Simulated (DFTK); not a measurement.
## Rb under changes of volume

One of the cells (88.043 Å³/atom); the others are scaled copies at fixed shape and fractional positions:

```
CELL_PARAMETERS angstrom
-2.80250 2.80250 2.80250
2.80250 -2.80250 2.80250
2.80250 2.80250 -2.80250
ATOMIC_POSITIONS crystal
Rb 0.00000 0.00000 0.00000
```

| Item | Value |
| --- | --- |
| Program | DFTK 0.8.2 |
| Functional | AM05 |
| Potentials or basis | SG15 1.2 (PBE) |
| Cutoff | 952 eV |
| k mesh | 5 × 5 × 5 |
| Occupations | fermi-dirac, width 0.05 eV |
| Spin | no spin polarisation |

| volume (Å³/atom) | energy over the lowest point (meV/atom) | pressure (GPa) |
| --- | --- | --- |
| 82.761 | ? | ? |
| 84.522 | 4.24 | 0.2 |
| 86.283 | 2.16 | 0.2 |
| 88.043 | 0.80 | 0.1 |
| 89.804 | 0.10 | 0.0 |
| 91.565 | 0.00 | 0.0 |
| 93.326 | 0.44 | -0.1 |

Q: What does the run at 82.761 Å³/atom give?

A: Energy over the lowest point 7.11 meV/atom; pressure 0.3 GPa.

Worked out: A Birch-Murnaghan fit of order 3 (a polynomial in V^(-2/3)) to the other rows has its minimum at 91.00 Å³/atom with B0 = V·E''(V) = 2.6 GPa and B' = 3.9. It gives 7.12 meV/atom at 82.761 Å³/atom, against the run's 7.11, and -dE/dV = 0.3 GPa, against 0.3.

Energies are extrapolated to zero smearing.

Caveats: the potentials were made for another functional, which shifts forces and pressure.
